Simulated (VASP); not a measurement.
Input of a VASP 6.6.1 run:

POSCAR

```
CaO                                     
1.0
    0.0000000000      2.4189568295      2.4189568295
    2.4189568295      0.0000000000      2.4189568295
    2.4189568295      2.4189568295     -0.0000000000
  Ca              O             
     1     1
Direct
     0.0000000000000000    0.0000000000000000    0.0000000000000000
     0.5000000000000000    0.5000000000000000    0.5000000000000000
```

The input INCAR.step1:

```
SYSTEM = CaO
PREC = Accurate ; ENCUT = 520
EDIFF = 1E-7 ; ISMEAR = 0
SIGMA = 0.02 ; LREAL = .False.
LASPH = .True. ; NELM = 100
ALGO = Normal ; ISIF = 2
LWAVE = .False. ; LCHARG = .True.
GGA = PE ; NBANDS = 15
KPAR = 4
```

The input KPOINTS.step1:

```
Automatic mesh
0
Gamma
  10 10 10
  0 0 0
```

File INCAR.step2:

```
SYSTEM = CaO
PREC = Accurate ; ENCUT = 520
EDIFF = 1E-7 ; ISMEAR = 0
SIGMA = 0.05 ; LREAL = .False.
LASPH = .True. ; NELM = 100
ALGO = Normal ; ISIF = 2
LWAVE = .False. ; LCHARG = .False.
GGA = PE ; NBANDS = 15
ICHARG = 11 ; KPAR = 4
```

File KPOINTS.step2:

```
path GXWKGLUWLK,UX
10
line-mode
reciprocal
 0.0000000000  0.0000000000  0.0000000000  G
 0.5000000000  0.0000000000  0.5000000000  X

 0.5000000000  0.0000000000  0.5000000000  X
 0.5000000000  0.2500000000  0.7500000000  W

 0.5000000000  0.2500000000  0.7500000000  W
 0.3750000000  0.3750000000  0.7500000000  K

 0.3750000000  0.3750000000  0.7500000000  K
 0.0000000000  0.0000000000  0.0000000000  G

 0.0000000000  0.0000000000  0.0000000000  G
 0.5000000000  0.5000000000  0.5000000000  L

 0.5000000000  0.5000000000  0.5000000000  L
 0.6250000000  0.2500000000  0.6250000000  U

 0.6250000000  0.2500000000  0.6250000000  U
 0.5000000000  0.2500000000  0.7500000000  W

 0.5000000000  0.2500000000  0.7500000000  W
 0.5000000000  0.5000000000  0.5000000000  L

 0.5000000000  0.5000000000  0.5000000000  L
 0.3750000000  0.3750000000  0.7500000000  K

 0.6250000000  0.2500000000  0.6250000000  U
 0.5000000000  0.0000000000  0.5000000000  X
```

Potentials or basis: VASP PAW PBE potentials, release 64 (Ca_sv, O).

The run is started by

```sh
$ cat potpaw_PBE.64/Ca_sv/POTCAR potpaw_PBE.64/O/POTCAR > POTCAR
$ cp INCAR.step1 INCAR
$ cp KPOINTS.step1 KPOINTS
$ mpirun -np 4 vasp_std > vasp.out
$ cp INCAR.step2 INCAR
$ cp KPOINTS.step2 KPOINTS
$ mpirun -np 4 vasp_std > vasp.out
```

Question: What does it give for the band gap on the k mesh?

Answer: 3.64 eV, indirect (least direct gap 4.02 eV).

Question: Estimate the band gap along the path.

Answer: 3.64 eV, indirect (least direct gap 4.02 eV).

Levels at the corners of the path, in eV from the valence-band top:
```
point  band 4  band 5  band 6  band 7  band 8  band 9  band 10  band 11  band 12  band 13
    Γ  -18.49  -15.49    0.00    0.00    0.00    4.56     6.18     6.18     6.18     7.65
    X  -18.71  -15.26   -1.31   -0.38   -0.38    3.64     7.90     8.78     9.40     9.40
    X  -18.71  -15.26   -1.31   -0.38   -0.38    3.64     7.90     8.78     9.40     9.40
    W  -18.88  -14.90   -1.26   -1.06   -1.06    6.25     6.25     8.25     9.41     9.83
    W  -18.88  -14.90   -1.26   -1.06   -1.06    6.25     6.25     8.25     9.41     9.83
    K  -18.65  -14.92   -1.32   -1.21   -0.77    5.10     7.89     8.42     8.93     9.59
    K  -18.65  -14.92   -1.32   -1.21   -0.77    5.10     7.89     8.42     8.93     9.59
    Γ  -18.49  -15.49    0.00    0.00    0.00    4.56     6.18     6.18     6.18     7.65
    Γ  -18.49  -15.49    0.00    0.00    0.00    4.56     6.18     6.18     6.18     7.65
    L  -18.55  -14.38   -2.59   -1.16   -1.16    6.96     8.25     8.25     8.35    10.26
    L  -18.55  -14.38   -2.59   -1.16   -1.16    6.96     8.25     8.25     8.35    10.26
    U  -18.65  -14.92   -1.32   -1.21   -0.77    5.10     7.89     8.42     8.93     9.59
    U  -18.65  -14.92   -1.32   -1.21   -0.77    5.10     7.89     8.42     8.93     9.59
    W  -18.88  -14.90   -1.26   -1.06   -1.06    6.25     6.25     8.25     9.41     9.83
    W  -18.88  -14.90   -1.26   -1.06   -1.06    6.25     6.25     8.25     9.41     9.83
    L  -18.55  -14.38   -2.59   -1.16   -1.16    6.96     8.25     8.25     8.35    10.26
    L  -18.55  -14.38   -2.59   -1.16   -1.16    6.96     8.25     8.25     8.35    10.26
    K  -18.65  -14.92   -1.32   -1.21   -0.77    5.10     7.89     8.42     8.93     9.59
    U  -18.65  -14.92   -1.32   -1.21   -0.77    5.10     7.89     8.42     8.93     9.59
    X  -18.71  -15.26   -1.31   -0.38   -0.38    3.64     7.90     8.78     9.40     9.40
```

Caveat: the log is that of the step along the path at fixed density, whose energy, stress, charges and moments have no meaning. A hybrid or GW would open this gap; PBE tends to underestimate it.
